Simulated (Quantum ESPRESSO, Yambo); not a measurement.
# Excitons of AlN (P6_3mc) on ever denser meshes, part 4 of 5

Aim: the absorption spectrum of AlN (P6_3mc) with electron-hole interaction, and what each part of the kernel does.

Quantum ESPRESSO 7.5 and Yambo 5.3.0; PBE and many-body steps on it, plane waves. Known limits of the many-body steps: not at the basis limit; coarse k mesh; bindings not settled in the k mesh.

So far. Step 16 (Triplet (no exchange term)): The lowest triplet lies at 5.075 eV; without spin-orbit coupling triplets are dark, so no spectrum is read. Step 17 (Empty states on the mesh, 9×9×6 mesh, 17 bands): On this mesh the gap is 4.221 eV.

The database entry behind the starting cell differs from later determinations by our own check (inner coordinate u about 0.002 short), so it need not match the best structure at ambient conditions.

## Step 19: k mesh (9×9×6)

This step: Bethe-Salpeter equation on PBE with a scissors shift, plane waves, norm-conserving pseudopotentials.

bse12.in

```
optics
bss
bse
em1s
dipoles
rim_cut
RandQpts= 1000000
RandGvec= 1 RL
Chimod= "HARTREE"
BSKmod= "SEX"
BSEmod= "resonant"
BSSmod= "d"
BSENGexx= 20 Ry
BSENGBlk= 4 Ry
% BSEQptR
 1 | 1 |
%
% BSEBands
 6 | 10 |
%
% BEnRange
 0 | 8 | eV
%
% BDmRange
 0.1 | 0.1 | eV
%
BEnSteps= 161
% BLongDir
 1 | 0 | 0 |
%
% BndsRnXs
 1 | 17 |
%
NGsBlkXs= 4 Ry
% LongDrXs
 1 | 1 | 1 |
%
% KfnQP_E
 1.237 | 1.0 | 1.0 |
%
WRbsWF
FFTGvecs= 32 Ry
```

The run is started by

```sh
OMP_NUM_THREADS=1 mpirun -n 8 yambo -F bse12.in -J bse12 -C bse12 > bse12.log
```

The program printed:

```text
 Yambo, version 5.3.0

 [02] CORE Variables Setup
 =========================

  [... cell, symmetries and grids as in the set-up ...]

  [02.05] Energies & Occupations
  ==============================

  [X] === General ===
  [X] Electronic Temperature                        :  0.000000  0.000000 [eV K]
  [X] Bosonic    Temperature                        :  0.000000  0.000000 [eV K]
  [X] Finite Temperature mode                       : no
  [X] El. density                                   :  0.38275E+24 [cm-3]
[...]
==========================================================

   [BSE] Exchange components :   415
   [BSE] Correlation components :   37  313

    [08.01.05.01] Screened interaction header I/O
    =============================================

    [08.01.05.02] Main kernel loop
    ==============================

    [08.01.05.03] Wave-Function Phases
    ==================================

    [BSE] WF phases found       :  73.03763 [o/o]

   [08.01.06] BSE solver(s) @q1
   ============================

   [SLK-Digonalization]  Pools        :  2
   [SLK-Digonalization]  BLACS grid   :  2  2

   [08.01.07] Diago Solver @q1
   ===========================

 [11] Game Over & Game summary
```

Run time: 84 s. Hardware: 8 MPI ranks of Arm Neoverse V2, shared host; peak memory 4.8 GiB; 11 min of CPU time.

Numbers from this step:

* transitions in the window: 2916
* direct gap of the transition levels: 5.458 eV
* lowest state: 5.139 eV
* first strong exciton (over a fiftieth of the strongest listed): 5.316 eV
* binding of the lowest state below the direct gap: 0.3189 eV
* Coulomb term of one mesh cell: 0.3536 eV

The binding is 0.90 times the screened Coulomb term of one mesh cell (0.35 eV), so it is not shown settled.

The lowest state lies at 5.139 eV, 0.319 eV under the direct gap.

The window of bands is narrower than in the first exciton run, so this row is not like for like with it.

The program warns that the window of bands cuts a degenerate level, which breaks the symmetry of states and spectrum.

## Step 20: Triplet (no exchange term)

bse13.in, as its differences from bse12.in of step 19:

```diff
@@ -12,3 +12,3 @@
 BSSmod= "d"
-BSENGexx= 20 Ry
+BSENGexx= 1 RL
 BSENGBlk= 4 Ry
```

The run is started by

```sh
OMP_NUM_THREADS=1 mpirun -n 8 yambo -F bse13.in -J bse13,bse12_W -C bse13 > bse13.log
```

The program printed:

```text
 Yambo, version 5.3.0

 [02] CORE Variables Setup
 =========================

  [... cell, symmetries and grids as in the set-up ...]

  [02.05] Energies & Occupations
  ==============================

  [X] === General ===
  [X] Electronic Temperature                        :  0.000000  0.000000 [eV K]
  [X] Bosonic    Temperature                        :  0.000000  0.000000 [eV K]
  [X] Finite Temperature mode                       : no
  [X] El. density                                   :  0.38275E+24 [cm-3]
[...]
=========================================

  [WARNING] [r,Vnl^pseudo] included in position and velocity dipoles.

  [WARNING] In case H contains other non local terms, these are neglected

 [07] Static Dielectric Matrix
 =============================

    [08.01.05.02] Main kernel loop
    ==============================

    [08.01.05.03] Wave-Function Phases
    ==================================

    [BSE] WF phases found       :  73.03763 [o/o]

   [08.01.06] BSE solver(s) @q1
   ============================

   [SLK-Digonalization]  Pools        :  2
   [SLK-Digonalization]  BLACS grid   :  2  2

   [08.01.07] Diago Solver @q1
   ===========================

 [11] Game Over & Game summary
```

It took 63 s on 8 MPI ranks; peak memory 4.6 GiB.

The lowest triplet lies at 5.129 eV; without spin-orbit coupling triplets are dark, so no spectrum is read.

The program warns that the window of bands cuts a degenerate level, which breaks the symmetry of states and spectrum.

## Step 21: Empty states on the mesh, 12×12×6 mesh, 17 bands

This step: Quantum ESPRESSO 7.5; DFT, PBE, plane waves, norm-conserving pseudopotentials.

pw.in

```
&control
  calculation = 'nscf'
  prefix = 'x'
  outdir = 'o'
  pseudo_dir = 'pseudo'
/
&system
  ibrav = 0
  nat = 4
  ntyp = 2
  ecutwfc = 72.0
  nbnd = 17
  force_symmorphic = .true.
/
&electrons
  conv_thr = 1e-9
  electron_maxstep = 80
  diago_full_acc = .true.
  diago_thr_init = 5e-6
/
ATOMIC_SPECIES
  Al 26.982 Al.upf
  N 14.007 N.upf
CELL_PARAMETERS angstrom
  3.1130000000 -0.0000000000 0.0000000000
  -1.5565000000 2.6959370820 0.0000000000
  0.0000000000 0.0000000000 4.9810000000
ATOMIC_POSITIONS crystal
  Al 0.3333333333 0.6666666667 0.0000000000
  Al 0.6666666667 0.3333333333 0.5000000000
  N 0.3333333333 0.6666666667 0.3800000000
  N 0.6666666667 0.3333333333 0.8800000000
K_POINTS automatic
  12 12 6 0 0 0
```

The run is started by

```sh
OMP_NUM_THREADS=1 mpirun -n 8 pw.x -nk 4 -in pw.in > pw.out
```

The program printed:

```text
[banner, memory and clock lines left out]
Program PWSCF v.7.5 starts

     Atomic positions and unit cell read from directory:
     o/x.save/

     Message from routine setup:
     using ibrav=0 with symmetry is DISCOURAGED, use correct ibrav instead

     bravais-lattice index     =            0
     lattice parameter (alat)  =       5.8827  a.u.
     unit-cell volume          =     282.0993 (a.u.)^3
     number of atoms/cell      =            4
     number of atomic types    =            2
     number of electrons       =        16.00
[...]
4        N      tau(   4) = (   0.5000000   0.2886751   1.4080565  )

     number of k points=   100

     Number of k-points >= 100: set verbosity='high' to print them.

     Dense  grid:    23187 G-vectors     FFT dimensions: (  32,  32,  54)

     The potential is recalculated from file :
     o/x.save/charge-density

     Starting wfcs are   16 randomized atomic wfcs +    1 random wfcs

     Band Structure Calculation

     End of band structure calculation

     Number of k-points >= 100: set verbosity='high' to print the bands.

     highest occupied, lowest unoccupied level (ev):     7.1067   11.3272

     XML data file, pseudopotentials, collected wavefunctions
```

Run time: 3.6 s. Hardware: 8 MPI ranks; peak memory 0.36 GiB; 28 s of CPU time.

This step gave:

```
gap                                                           : 4.221 eV
k of the valence top                                          : 0, 0, 0
k of the conduction bottom                                    : 0, 0, 0
least direct gap                                              : 4.221 eV
k points computed                                             : 100
lowest point of the top converged band, above the valence top : 13.69 eV
```

On this mesh the gap is 4.221 eV.

## Step 22: Conversion and set-up

This step: Yambo 5.3.0; conversion and set-up on PBE, plane waves, norm-conserving pseudopotentials.

The run is started by

```sh
(cd o/x.save; p2y > p2y.log; mv SAVE ../..); yambo > setup.log
```

The program printed:

```text
 Yambo, version 5.3.0

 [02] CORE Variables Setup
 =========================

  [02.01] Unit cells
  ==================

  Cell kind             :  HCP
  Atoms in the cell     :  Al  N
  number of Al atoms    :  2
  number of N  atoms    :  2

  List of atomic masses
  Mass of Al    :  26.98200
  Mass of N     :  14.00700

  List of atomic coordinates    : [cc]
  Al1       : -0.29414E-09   3.3964       0.0000      order 1
  Al2       :  2.941359  1.698194  4.706363  order 2
  N1       : -0.29414E-09   3.3964       3.5768      order 3
[...]
BZ  Q-points                                      :   864

 K/Q-points units:
 rlu = crystal or reduced units; cc = cartesian coordinates; iku = interal k-units

 Q [  1]        [rlu]:  0.000000  0.000000  0.000000
 Q [  2]        [rlu]:  0.000000  0.000000  0.166667
 Q [  3]        [rlu]:  0.000000  0.000000  0.333333
[...]
[... 38 further rows ...]
 Q [ 49]        [rlu]:  0.166667  0.166667  0.000000
 Q [ 50]        [rlu]:  0.166667  0.166667  0.166667

 Remaining 50 points informations can be written running with -fatlog

  [03.01] X indexes
  =================

   [03.01.01] Sigma indexes
   ========================

 [06] Game Over & Game summary
```

It took 3.6 s on 1 MPI rank; peak memory 0.27 GiB.

## Step 23: k mesh (12×12×6)

This step: Bethe-Salpeter equation on PBE with a scissors shift, plane waves, norm-conserving pseudopotentials.

bse15.in, as its differences from bse13.in of step 20:

```diff
@@ -12,3 +12,3 @@
 BSSmod= "d"
-BSENGexx= 1 RL
+BSENGexx= 20 Ry
 BSENGBlk= 4 Ry
@@ -18,3 +18,3 @@
 % BSEBands
- 6 | 10 |
+ 7 | 10 |
 %
```

The run is started by

```sh
OMP_NUM_THREADS=1 mpirun -n 8 yambo -F bse15.in -J bse15 -C bse15 > bse15.log
```

The program printed:

```text
 Yambo, version 5.3.0

 [02] CORE Variables Setup
 =========================

  [... cell, symmetries and grids as in the set-up ...]

  [02.05] Energies & Occupations
  ==============================

  [X] === General ===
  [X] Electronic Temperature                        :  0.000000  0.000000 [eV K]
  [X] Bosonic    Temperature                        :  0.000000  0.000000 [eV K]
  [X] Finite Temperature mode                       : no
  [X] El. density                                   :  0.38275E+24 [cm-3]
[...]
==========================================================

   [BSE] Exchange components :   415
   [BSE] Correlation components :   37  313

    [08.01.05.01] Screened interaction header I/O
    =============================================

    [08.01.05.02] Main kernel loop
    ==============================

    [08.01.05.03] Wave-Function Phases
    ==================================

    [BSE] WF phases found       :  79.97917 [o/o]

   [08.01.06] BSE solver(s) @q1
   ============================

   [SLK-Digonalization]  Pools        :  2
   [SLK-Digonalization]  BLACS grid   :  2  2

   [08.01.07] Diago Solver @q1
   ===========================

 [11] Game Over & Game summary
```

The job ended after 2.3 min (8 MPI ranks; peak memory 6 GiB; 18 min of CPU time).

This step gave:

```
transitions in the window                                      : 3456
direct gap of the transition levels                            : 5.458 eV
lowest state                                                   : 5.187 eV
first strong exciton (over a fiftieth of the strongest listed) : 5.372 eV
binding of the lowest state below the direct gap               : 0.2704 eV
Coulomb term of one mesh cell                                  : 0.2919 eV
```

The binding is 0.93 times the screened Coulomb term of one mesh cell (0.29 eV), so it is not shown settled.

The lowest state lies at 5.187 eV, 0.270 eV under the direct gap.

The ε₂ has structure finer than the step of the table below, so its rows give means over 0.2 eV, whole bins alone (the curve runs from 0 to 8 eV). Peaks (eV: height): BSE 5.75: 3.15, 6.20: 2.97, 6.85: 7.53; no electron-hole interaction 6.55: 1.52.

Field along x; broadening 0.1 eV; transition window only. Limits: finite bands, cutoff and mesh; exciton not shown settled in the k mesh. ε₂ against photon energy; means over each step:

| photon energy (eV) | BSE | no electron-hole interaction |
| --- | --- | --- |
| 0.2 | 0.00764 | 0.00585 |
| 0.4 | 0.00812 | 0.00616 |
| 0.6 | 0.00864 | 0.00650 |
| 0.8 | 0.00921 | 0.00687 |
| 1.0 | 0.00985 | 0.00728 |
| 1.2 | 0.0106 | 0.00772 |
| 1.4 | 0.0113 | 0.00821 |
| 1.6 | 0.0122 | 0.00874 |
| 1.8 | 0.0132 | 0.00933 |
| 2.0 | 0.0143 | 0.00998 |
| 2.2 | 0.0156 | 0.0107 |
| 2.4 | 0.0170 | 0.0115 |
| 2.6 | 0.0187 | 0.0124 |
| 2.8 | 0.0206 | 0.0135 |
| 3.0 | 0.0229 | 0.0146 |
| 3.2 | 0.0256 | 0.0159 |
| 3.4 | 0.0289 | 0.0175 |
| 3.6 | 0.0328 | 0.0193 |
| 3.8 | 0.0377 | 0.0213 |
| 4.0 | 0.0438 | 0.0238 |
| 4.2 | 0.0518 | 0.0268 |
| 4.4 | 0.0626 | 0.0305 |
| 4.6 | 0.0778 | 0.0351 |
| 4.8 | 0.101 | 0.0411 |
| 5.0 | 0.142 | 0.0492 |
| 5.2 | 0.240 | 0.0613 |
| 5.4 | 0.478 | 0.0831 |
| 5.6 | 1.26 | 0.136 |
| 5.8 | 2.56 | 0.211 |
| 6.0 | 1.58 | 0.625 |
| 6.2 | 2.48 | 0.775 |
| 6.4 | 1.89 | 0.876 |
| 6.6 | 3.27 | 1.18 |
| 6.8 | 6.45 | 0.885 |
| 7.0 | 5.31 | 1.24 |
| 7.2 | 4.59 | 2.15 |
| 7.4 | 4.29 | 2.75 |
| 7.6 | 4.34 | 2.95 |
| 7.8 | 3.51 | 4.24 |

The window of bands is narrower than in the first exciton run, so this row is not like for like with it.

The program warns that the window of bands cuts a degenerate level, which breaks the symmetry of states and spectrum.

## Step 24: Triplet (no exchange term)

bse16.in, as its differences from bse15.in of step 23:

```diff
@@ -12,3 +12,3 @@
 BSSmod= "d"
-BSENGexx= 20 Ry
+BSENGexx= 1 RL
 BSENGBlk= 4 Ry
```

The run is started by

```sh
OMP_NUM_THREADS=1 mpirun -n 8 yambo -F bse16.in -J bse16,bse15_W -C bse16 > bse16.log
```

The program printed:

```text
 Yambo, version 5.3.0

 [02] CORE Variables Setup
 =========================

  [... cell, symmetries and grids as in the set-up ...]

  [02.05] Energies & Occupations
  ==============================

  [X] === General ===
  [X] Electronic Temperature                        :  0.000000  0.000000 [eV K]
  [X] Bosonic    Temperature                        :  0.000000  0.000000 [eV K]
  [X] Finite Temperature mode                       : no
  [X] El. density                                   :  0.38275E+24 [cm-3]
[...]
=========================================

  [WARNING] [r,Vnl^pseudo] included in position and velocity dipoles.

  [WARNING] In case H contains other non local terms, these are neglected

 [07] Static Dielectric Matrix
 =============================

    [08.01.05.02] Main kernel loop
    ==============================

    [08.01.05.03] Wave-Function Phases
    ==================================

    [BSE] WF phases found       :  79.97917 [o/o]

   [08.01.06] BSE solver(s) @q1
   ============================

   [SLK-Digonalization]  Pools        :  2
   [SLK-Digonalization]  BLACS grid   :  2  2

   [08.01.07] Diago Solver @q1
   ===========================

 [11] Game Over & Game summary
```

Elapsed: 1.9 min, on 8 MPI ranks; peak memory 5.8 GiB.

The lowest triplet lies at 5.180 eV; without spin-orbit coupling triplets are dark, so no spectrum is read.

The program warns that the window of bands cuts a degenerate level, which breaks the symmetry of states and spectrum.

## Step 25: Empty states on the mesh, 12×12×8 mesh, 17 bands

This step: Quantum ESPRESSO 7.5; DFT, PBE, plane waves, norm-conserving pseudopotentials.

pw.in: that of step 21 with these lines changed.

```diff
@@ -33,2 +33,2 @@
 K_POINTS automatic
-  12 12 6 0 0 0
+  12 12 8 0 0 0
```

The run is started by

```sh
OMP_NUM_THREADS=1 mpirun -n 8 pw.x -nk 4 -in pw.in > pw.out
```

The program printed:

```text
[banner, memory and clock lines left out]
Program PWSCF v.7.5 starts

     Atomic positions and unit cell read from directory:
     o/x.save/

     Message from routine setup:
     using ibrav=0 with symmetry is DISCOURAGED, use correct ibrav instead

     bravais-lattice index     =            0
     lattice parameter (alat)  =       5.8827  a.u.
     unit-cell volume          =     282.0993 (a.u.)^3
     number of atoms/cell      =            4
     number of atomic types    =            2
     number of electrons       =        16.00
[...]
4        N      tau(   4) = (   0.5000000   0.2886751   1.4080565  )

     number of k points=   131

     Number of k-points >= 100: set verbosity='high' to print them.

     Dense  grid:    23187 G-vectors     FFT dimensions: (  32,  32,  54)

     The potential is recalculated from file :
     o/x.save/charge-density

     Starting wfcs are   16 randomized atomic wfcs +    1 random wfcs

     Band Structure Calculation

     End of band structure calculation

     Number of k-points >= 100: set verbosity='high' to print the bands.

     highest occupied, lowest unoccupied level (ev):     7.1067   11.3272

     XML data file, pseudopotentials, collected wavefunctions
```

The job ended after 4.6 s (8 MPI ranks; peak memory 0.36 GiB; 36 s of CPU time).

This step gave:

```
gap                                                           : 4.221 eV
k of the valence top                                          : 0, 0, 0
k of the conduction bottom                                    : 0, 0, 0
least direct gap                                              : 4.221 eV
k points computed                                             : 131
lowest point of the top converged band, above the valence top : 13.69 eV
```

On this mesh the gap is 4.221 eV.

## Step 26: Conversion and set-up

This step: Yambo 5.3.0; conversion and set-up on PBE, plane waves, norm-conserving pseudopotentials.

The run is started by

```sh
(cd o/x.save; p2y > p2y.log; mv SAVE ../..); yambo > setup.log
```

The program printed:

```text
 Yambo, version 5.3.0

 [02] CORE Variables Setup
 =========================

  [02.01] Unit cells
  ==================

  Cell kind             :  HCP
  Atoms in the cell     :  Al  N
  number of Al atoms    :  2
  number of N  atoms    :  2

  List of atomic masses
  Mass of Al    :  26.98200
  Mass of N     :  14.00700

  List of atomic coordinates    : [cc]
  Al1       : -0.29414E-09   3.3964       0.0000      order 1
  Al2       :  2.941359  1.698194  4.706363  order 2
  N1       : -0.29414E-09   3.3964       3.5768      order 3
[...]
BZ  Q-points                                      :  1152

 K/Q-points units:
 rlu = crystal or reduced units; cc = cartesian coordinates; iku = interal k-units

 Q [  1]        [rlu]:  0.000000  0.000000  0.000000
 Q [  2]        [rlu]:  0.000000  0.000000  0.125000
 Q [  3]        [rlu]:  0.000000  0.000000  0.250000
[...]
[... 38 further rows ...]
 Q [ 49]        [rlu]:  0.083333  0.250000  0.375000
 Q [ 50]        [rlu]:  0.083333  0.250000 -0.500000

 Remaining 81 points informations can be written running with -fatlog

  [03.01] X indexes
  =================

   [03.01.01] Sigma indexes
   ========================

 [06] Game Over & Game summary
```

Elapsed: 4.2 s, on 1 MPI rank; peak memory 0.28 GiB.

## Step 27: k mesh (12×12×8)

This step: Bethe-Salpeter equation on PBE with a scissors shift, plane waves, norm-conserving pseudopotentials.

bse18.in, as its differences from bse16.in of step 24:

```diff
@@ -12,3 +12,3 @@
 BSSmod= "d"
-BSENGexx= 1 RL
+BSENGexx= 20 Ry
 BSENGBlk= 4 Ry
```

The run is started by

```sh
OMP_NUM_THREADS=1 mpirun -n 8 yambo -F bse18.in -J bse18 -C bse18 > bse18.log
```

The program printed:

```text
 Yambo, version 5.3.0

 [02] CORE Variables Setup
 =========================

  [... cell, symmetries and grids as in the set-up ...]

  [02.05] Energies & Occupations
  ==============================

  [X] === General ===
  [X] Electronic Temperature                        :  0.000000  0.000000 [eV K]
  [X] Bosonic    Temperature                        :  0.000000  0.000000 [eV K]
  [X] Finite Temperature mode                       : no
  [X] El. density                                   :  0.38275E+24 [cm-3]
[...]
==========================================================

   [BSE] Exchange components :   415
   [BSE] Correlation components :   37  313

    [08.01.05.01] Screened interaction header I/O
    =============================================

    [08.01.05.02] Main kernel loop
    ==============================

    [08.01.05.03] Wave-Function Phases
    ==================================

    [BSE] WF phases found       :  81.44084 [o/o]

   [08.01.06] BSE solver(s) @q1
   ============================

   [SLK-Digonalization]  Pools        :  2
   [SLK-Digonalization]  BLACS grid   :  2  2

   [08.01.07] Diago Solver @q1
   ===========================

 [11] Game Over & Game summary
```

Run time: 4.7 min. Hardware: 8 MPI ranks; peak memory 8.8 GiB; 37 min of CPU time.

Numbers from this step:

```yaml
transitions_in_the_window: 4608
direct_gap_of_the_transition_levels: 5.458 eV
lowest_state: 5.215 eV
first_strong_exciton_over_a_fiftieth_of_the_strongest_listed: 5.391 eV
binding_of_the_lowest_state_below_the_direct_gap: 0.2421 eV
coulomb_term_of_one_mesh_cell: 0.2652 eV
```

The binding is 0.91 times the screened Coulomb term of one mesh cell (0.27 eV), so it is not shown settled.

The lowest state lies at 5.215 eV, 0.242 eV under the direct gap.

The window of bands is narrower than in the first exciton run, so this row is not like for like with it.

The program warns that the window of bands cuts a degenerate level, which breaks the symmetry of states and spectrum.

(Part 4 of 5 ends here.)

[Paths, hosts, dates, memory and timing lines, banners, echoed tables and standing remarks are left out of the program output.]

[Logs are printed without paths, hosts, clocks, repeated set-up lines and the standing remarks that a program may print on its own settings, such as how far it seeks lower states.]

[Runs of the session that timed out or met a known fault of the program may be left out.]

[Hosts, paths, dates, database ids (printed as entryN), source tags and the programs' standing remarks are cut or masked in the printed files.]
